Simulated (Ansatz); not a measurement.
Compare A (`C=CC(C)=O`) with its isomer B (`C#CCOC`).

Program: Ansatz. Geometries: PBE0-D4/def2-TZVP. ΔE: electronic, gas phase. CCSD(T)/CBS adds triple-zeta CCSD(T) − MP2 to the extrapolated MP2 energy (def2 sets, frozen cores). Functionals use def2-TZVPP. One conformer a species, not always the lowest.

(1) Which is lower in electronic energy at CCSD(T)/CBS, and by how much? (An estimate is asked.)

(2) Give E(B) − E(A) in kcal/mol with B2PLYP, PBE-D4, HF/def2-TZVPP, MP2/def2-TZVPP, r2SCAN-D4, CCSD(T)/def2-SVP, CCSD/def2-TZVPP. (An estimate is asked.)

(3) Does the order hold for the free energy at 298.15 K (harmonic terms from PBE0-D4)? (Best estimate.)

Largest T1 diagnostic: 0.014.

Answers

(1) Computed: A, by 43.9 kcal/mol.

(2) Computed: B2PLYP 44.2, PBE-D4 47.4, HF/def2-TZVPP 44.1, MP2/def2-TZVPP 42.7, r2SCAN-D4 47.7, CCSD(T)/def2-SVP 46.9, CCSD/def2-TZVPP 43.4. None reverses the order clearly.

(3) Ansatz gave: Yes: G(B) − G(A) = +43.6 kcal/mol, for one conformer each.

From r2SCAN to r2SCAN0 (25 % exact exchange), in def2-TZVPP and without D4, E(B) − E(A) moves by −0.8 kcal/mol. At CCSD(T), def2-SVP lies +3.1 kcal/mol from the extrapolated value and def2-TZVPP +0.3 kcal/mol.
